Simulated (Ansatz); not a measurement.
The polar optical mode of BaS at 0.8 GPa, worked through

All numbers below come from Ansatz 0.2.0, DFT PBE, scalar-relativistic, plane waves, PAW. Cutoff 420 eV, 8×8×8 k-points (Γ-centred), fixed occupations. No spin polarisation. Phonons by linear response, acoustic sum rule imposed.

The cell is fixed (symmetry leaves no force on the atoms) and stands under 0.8 GPa:
```cif
data_structure
_symmetry_space_group_name_H-M 'Pm-3m'
_symmetry_Int_Tables_number 221
_cell_length_a 3.8197
_cell_length_b 3.8197
_cell_length_c 3.8197
_cell_angle_alpha 90.000
_cell_angle_beta 90.000
_cell_angle_gamma 90.000
_cell_volume 55.73
loop_
_atom_site_label
_atom_site_type_symbol
_atom_site_symmetry_multiplicity
_atom_site_Wyckoff_symbol
_atom_site_fract_x
_atom_site_fract_y
_atom_site_fract_z
_atom_site_occupancy
Ba1 Ba 1 a 0.00000 0.00000 0.00000 1
S1 S 1 b 0.50000 0.50000 0.50000 1
```

The cell is the ideal cubic caesium chloride prototype; this isn't the usual structure of the compound. Spin–orbit coupling is left out, which matters for heavy elements. The run warned that the force constants aren't converged on this k mesh, so the frequencies and all that is formed from them are rough.

Linear response gives ν_TO = 105.6 cm⁻¹, Born charges ±2.938 e (positive on Ba) and ε∞ = 6.216. The primitive cell holds 55.730 Å³, and the masses are 137.327 and 32.060 amu.

**Question.** Find ν_LO and the static dielectric constant.

**Answer.** The long-wave field adds a restoring force: ω_LO² − ω_TO² = Z*²e²/(ε_vac ε∞ μV). In these units ν_LO² − ν_TO² = 4.92064×10⁷ Z*²/(μ V ε∞) cm⁻², with μ = m₁m₂/(m₁ + m₂) = 25.992 amu: 47161 cm⁻². So ν_LO = √(105.6² + 47161) = 241.5 cm⁻¹, and the run gives 241.5. Lyddane–Sachs–Teller then gives ε0 = ε∞ (ν_LO/ν_TO)² = 32.53, against 32.53 in the run (it forms both from the same three quantities, so the match checks the arithmetic only). Between ν_TO and ν_LO the dielectric function is negative and an undamped crystal reflects fully: a reststrahlen band from 41.4 to 94.7 μm.

**Question.** What do the Clausius–Mossotti polarisability and the Szigeti charge come to?

**Answer.** With the Lorentz local field, α = (3V/4π)(ε∞ − 1)/(ε∞ + 2) = 8.45 Å³ for the pair, and e_S = 3Z*/(ε∞ + 2) = 1.07 e. The Born charge includes the electrons' response to the dipole's own local field, and e_S takes that enhancement out. The Lorentz field assumes point-like polarisable ions, a poor picture once ε∞ is this large, since the electron clouds then overlap or are shared, so both numbers are formal here.

**Question.** How strongly does a slow electron couple to the LO mode?

**Answer.** For one isotropic parabolic band, Fröhlich's constant is α_F = (1/ε∞ − 1/ε0) √(m* Ry/ħω_LO), with Ry = 13.606 eV, ħω_LO = 29.9 meV and m* in free-electron masses: α_F = 0.1301 × 21.32 × √m* = 2.77 √m*. The band mass isn't part of this run; for m* = 0.1, 0.3 and 1 it gives 0.88, 1.52, 2.77. In weak coupling the polaron lies α_F ħω_LO below the band edge (45 meV at m* = 0.3) with a mass m*(1 + α_F/6); past α_F of about 5 or 6 that expansion fails. A semilocal functional's ε∞ tends to be too large, which taken alone lowers α_F.